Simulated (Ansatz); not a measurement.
BN: a vibration from a frozen displacement

The calculation used Ansatz 0.2.0, DFT r2SCAN, scalar-relativistic, plane waves, PAW. The runs took a 500 eV cutoff, a Γ-centred 12×12×6 mesh and Gaussian smearing (0.05 eV). No spin polarisation. Energies are free energies at this smearing, counted from the undisturbed cell; pressure is positive in compression.

Zero of the scan (as given, not relaxed at this level; it stands at -4.7 GPa; this wurtzite form isn't the usual structure):

```yaml
crystal:
  lattice:
    - [2.55394, 0.00000, 0.00000]
    - [-1.27697, 2.21178, 0.00000]
    - [0.00000, 0.00000, 4.22685]
  atoms:
    - { symbol: B, position: [0.66667, 0.33333, 0.99972] }
    - { symbol: B, position: [0.33333, 0.66667, 0.49972] }
    - { symbol: N, position: [0.66667, 0.33333, 0.62528] }
    - { symbol: N, position: [0.33333, 0.66667, 0.12528] }
```

Atom 1 (B) is moved by x along the Cartesian unit vector (0.000, 0.000, 1.000); the cell and all other atoms stay fixed. The cell's volume is 23.88 Å³; the moved atoms weigh 10.810 u together and the others 38.824 u.

```csv
x (Å),ΔE (meV/cell),total force on the moved atoms along the move (eV/Å),pressure (GPa)
-0.2000,870.38,9.6448,2.6975
-0.1500,464.57,6.6660,-1.0585
-0.1000,196.69,4.1134,-3.4052
-0.0500,47.32,1.9160,-4.5664
0.0000,0.00,0.0247,-4.7406
0.0500,40.28,-1.5921,-4.1080
0.1000,154.97,-2.9539,-2.8293
0.1500,331.58,-4.0701,-1.0552
0.1750,439.30,-4.5372,-0.0255
0.2000,557.93,-4.9437,1.0777
```

What frequency belongs to this motion?

The force constant is k = −dF/dx = 35.081 eV/Å², from the parabola through x = -0.0500, 0 and 0.0500. In every cell the moved atoms swing against the rest, so the mass is μ = m₁m₂/(m₁ + m₂) = 8.456 u, and ν̃ = 521.5 cm⁻¹ × √(|k|/μ) = 1062 cm⁻¹, at this cell's pressure of -4.7 GPa. The pattern needn't be a normal mode: ν̃² is then a weighted mean of the squared nonzero frequencies at the zone centre of this cell, taken without macroscopic field, so it lies between the lowest and the highest of them.

How far does the harmonic law reach?

At x = -0.200 Å, kx²/2 = 701.62 meV against the computed 870.38 meV (+24.1 %): the well stiffens in this direction at large amplitude.

The well is markedly lopsided: at equal amplitude, pushing boron towards negative x always costs more energy than pushing it the other way. The geometry explains this. The negative direction shortens the axial B–N bond head-on, into steep Pauli repulsion, whereas the positive direction stretches that bond and moves boron towards the plane of its three other nitrogen neighbours, flattening the pyramid. The anharmonicity is therefore mainly cubic, and the stiffening on one side is matched by softening on the other. The high wavenumber itself reflects light atoms joined by short, strong, partly polar sp³ bonds.

Pressure rises for displacements in either direction, which implies that the force constant grows on compression. Since the undisturbed cell is under tension, relaxing its volume would probably raise the frequency. Moving only one of two equivalent borons mixes the polar A₁ motion with the silent B₁ modes, so 1062 cm⁻¹ shouldn't be assigned to a single Raman or infrared line.
